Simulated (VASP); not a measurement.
Input of a VASP 6.6.1 run:

INCAR

```
ALGO = Normal
EDIFF = 1E-5
ENCUT = 450
GGA = PS
ISIF = 2
ISMEAR = 0
ISPIN = 2
ISYM = 0
KPAR = 4
LASPH = T
LCHARG = F
LORBIT = 11
LREAL = Auto
LWAVE = F
MAGMOM = 0.25 0.25 0.25 0 0.25 0 0 0 0 0 0 0 0 0 0 0 0 0 0 0 0 0 0
NELECT = 91.0
NELM = 120
PREC = Accurate
SIGMA = 0.03
```

KPOINTS

```
k-points
0
Gamma
  2 3 3
```

POSCAR

```
Si12C11                                 
1.0
    0.0000000000      6.5370000000      6.5370000000
    4.3580000000      0.0000000000      4.3580000000
    4.3580000000      4.3580000000      0.0000000000
  Si              C             
    12    11
Direct
     0.9961082847863916    0.9968848571961597    0.9943669997777312
     0.9974659190233658    0.9955215487887729    0.5144482063876087
     0.9980182852837666    0.5155664667831300    0.9932661882040938
     0.9977907147871841    0.5028617988801265    0.5002390077049795
     0.3358413894099381    0.0014715168028655    0.9974234606753594
     0.3343055618378816    0.9997530260073042    0.4993910061056629
     0.3343294208388694    0.5023757347720558    0.9969058556898749
     0.3342037945520960    0.5022396562290855    0.4986664118994836
     0.6665802390495760    0.0006810153929240    0.9985988380270718
     0.6656614033494731    0.0001488064923502    0.5015230650747605
     0.6656203359106291    0.5042223410168549    0.9974178723648660
     0.6657843298568494    0.5027113287898192    0.5001971758476673
     0.0847204253591903    0.1292243104883420    0.6217282557437041
     0.0847684076516701    0.6241960776617136    0.1266079396017441
     0.0851644209843386    0.6239058529585806    0.6213454763743066
     0.4136524996350406    0.1281537528612292    0.1252852237886746
     0.4135395326648388    0.1285834762934965    0.6252454032430569
     0.4133920856307639    0.6292539086483961    0.1249970384372005
     0.4164428790802157    0.6268014293950430    0.6238725069911150
     0.7472334730908752    0.1287863414797902    0.1262069860695467
     0.7498230794516175    0.1277304567329737    0.6219885077997372
     0.7501566056397302    0.6239655633543986    0.1251855602203326
     0.7492759121257115    0.6271047329746054    0.6244230139714287
```

Potentials or basis: VASP PAW PBE potentials, release 64 (Si, C).

Command:

```console
$ cat potpaw_PBE.64/Si/POTCAR potpaw_PBE.64/C/POTCAR > POTCAR
$ mpirun -np 4 vasp_std > vasp.out
```

Q: What does it give for the largest force?

A: 0.178 eV/Å.

Q: What does it give for the band gap on the k mesh?

A: None (metal or under the smearing width).

Q: Predict the net moment.

A: 0.11 μB per cell.

Forces in eV/Å, atoms in the order of the input:
```
Si  -0.043 -0.051 -0.068
Si  -0.014  0.142  0.009
Si  -0.002  0.012  0.156
Si  -0.059  0.023  0.031
Si   0.177 -0.011 -0.016
Si   0.076 -0.048 -0.004
Si   0.070 -0.011 -0.048
Si  -0.031 -0.021 -0.028
Si  -0.067  0.064  0.073
Si   0.037 -0.044  0.007
Si   0.041  0.008 -0.038
Si  -0.066 -0.008 -0.005
C   -0.008  0.004  0.034
C   -0.001  0.029  0.009
C    0.000  0.008  0.010
C   -0.080 -0.042 -0.034
C   -0.002  0.025 -0.018
C   -0.010 -0.001  0.006
C   -0.018  0.012  0.011
C   -0.016 -0.071 -0.067
C    0.011 -0.014 -0.001
C    0.017 -0.005 -0.017
C   -0.010 -0.001  0.000
```

Caveat: the k mesh is coarse (spacing up to 0.42 Å⁻¹), so the values aren't converged; the cell is charged against a uniform background, so pressure and absolute levels hang on convention; the PAW data sets were made with another functional, which shifts forces and pressure a little.
